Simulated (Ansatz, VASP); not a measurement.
**One calculation of Rb, two programs**

Contents of INCAR:

```
  AGGAC = 1.0
  AGGAX = 1.0
  ALDAC = 0.0
  ALDAX = 1.0
  ALGO = Normal
  EDIFF = 1E-7
  ENCUT = 520
  GGA = B5
  ISIF = 2
  ISMEAR = -1
  LASPH = True
  LCHARG = False
  LREAL = False
  LWAVE = False
  NBANDS = 10
  NELM = 60
  PREC = Accurate
  SIGMA = 0.1
```

File KPOINTS:

```
k-points
0
Gamma
  13 13 13
```

File POSCAR:

```
Rb
1.0
   -2.9165432706      2.9165432706      2.9165432706
    2.9165432706     -2.9165432706      2.9165432706
    2.9165432706      2.9165432706     -2.9165432706
Rb
1
Direct
    0.0000000000      0.0000000000      0.0000000000
```

Input for Ansatz:

```yaml
crystal:
  lattice:
    - [-2.9165432706, 2.9165432706, 2.9165432706]
    - [2.9165432706, -2.9165432706, 2.9165432706]
    - [2.9165432706, 2.9165432706, -2.9165432706]
  atoms:
    - { symbol: Rb, position: [0.0, 0.0, 0.0] }
hamiltonian:
  xc: blyp
  pseudopotentials:
    kind: paw
    azcp:
      Rb: "pseudopotentials/Rb.paw.azcp"
basis:
  ecutwfc: 420
  fft_grid_basis: typed
kpoints:
  mp_grid: { grid: [13, 13, 13], shift: [0, 0, 0] }
magnetization:
  spin_polarized: false
scf:
  occupations: { method: fermi_dirac, width: 0.1 }
output:
  stress: true
```

Alike in both runs: task single point; functional BLYP; k mesh 13 × 13 × 13; occupations fermi-dirac, width 0.1 eV; no spin polarisation.

|  | VASP | Ansatz |
| --- | --- | --- |
| version | VASP 6.6.1 | Ansatz 0.2.0 |
| potentials or method | VASP PAW PBE potentials, release 64 (Rb_sv) | plane waves (420 eV) with PAW, scalar-relativistic |
| plane-wave cutoff (eV) | 520 | 420 |
| valence electrons in the cell | 9 | 9 |

```csv
,VASP,Ansatz,Ansatz less VASP
pressure (GPa),-0.1,-0.1,0.00
```

Caveats: the PAW data sets were made with another functional, which shifts forces and pressure a little (VASP).
